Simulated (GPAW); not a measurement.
Runs of GPAW 26.7.0 on MnO. Symmetry: Fm-3m, No. 225, cubic system. Conventional cell: a = 4.448 Å, b = 4.448 Å, c = 4.448 Å, α = 90.00°, β = 90.00°, γ = 90.00°. Around Mn (site symmetry m-3m) lie 6 O at 2.22 Å. O (site symmetry m-3m) is surrounded by 6 Mn at 2.22 Å. The cell is a database's computed one.

```csv
task,level,potentials or basis,U,k mesh,band path,band points,pressure (GPa),moment (μB)
band structure,PBEsol+U,"PAW data sets generated in the run's folder for this functional, pw",Mn d U = 8 eV,10 × 10 × 10,"GXWKGLUWLK,UX",80,6.1,5.00
band structure,PBEsol+U,"PAW data sets generated in the run's folder for this functional, pw",Mn d U = 3 eV,10 × 10 × 10,"GXWKGLUWLK,UX",80,2.7,5.00
band structure,vdW-DF,"GPAW PAW data sets (gpaw-data 1.2.1), pw",-,7 × 7 × 7,"GXWKGLUWLK,UX",60,-,(b)
band structure,PBEsol+U,"PAW data sets generated in the run's folder for this functional, pw",Mn d U = 1 eV,10 × 10 × 10,"GXWKGLUWLK,UX",80,(a),4.93
```

Alike in all rows: spin collinear, ferromagnetic start; cell as given; cutoff (eV) 800; smearing fermi-dirac 0.05 eV.

Q: Estimate the missing entries.

A: (a) -0.4; (b) 4.72.

Caveats: a cell with one magnetic atom can't hold antiferromagnetic order, which such compounds often take; the PAW data sets were made with another functional, which shifts forces and pressure a little (some runs).

Runs at the PBE level aren't shown here.
